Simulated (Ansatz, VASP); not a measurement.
# GaN in VASP and in Ansatz

```xyz
4
Lattice="3.0871 0.0000 0.0000 -1.5436 2.6735 0.0000 0.0000 0.0000 5.3410" Properties=species:S:1:pos:R:3 pbc="T T T"
Ga    0.0000    1.7823    5.3367
Ga    1.5436    0.8912    2.6662
N     0.0000    1.7823    2.0072
N     1.5436    0.8912    4.6777
```

Change from the starting cell: strain -0.030 along x and y, +0.030 along z, atoms carried along.

Alike in both runs: task single point; functional PBEsol; k mesh 12 × 12 × 6; occupations gaussian, width 0.05 eV; no spin polarisation.

```csv
,VASP,Ansatz
version,VASP 6.6.1,Ansatz 0.2.0
potentials or method,"VASP PAW PBE potentials, release 64 (Ga_d, N)","scalar-relativistic, plane waves, PAW"
plane-wave cutoff (eV),520,420
valence electrons in the cell,36,36
```

Ansatz gave:

| Property | Result |
| --- | --- |
| gap on the k mesh at the Fermi level (eV) | 1.82 |
| least direct gap on the mesh (eV) | 1.82 |
| pressure (GPa) | 7.4 |
| largest component of the traceless stress (GPa) | 15.99 |
| rms of the force components (eV/Å) | 0.333 |

Problem. Which values does VASP return?

Solution. gap on the k mesh at the Fermi level (eV): 1.84; least direct gap on the mesh (eV): 1.84; pressure (GPa): 7.2; largest component of the traceless stress (GPa): 15.97; rms of the force components (eV/Å): 0.324.

Atom by atom the forces differ by 0.009 eV/Å (rms over components). With one functional, cell and mesh, what is left measures potentials, basis and numerics.

Caveats: the PAW data sets were made with another functional, which shifts forces and pressure a little (VASP).
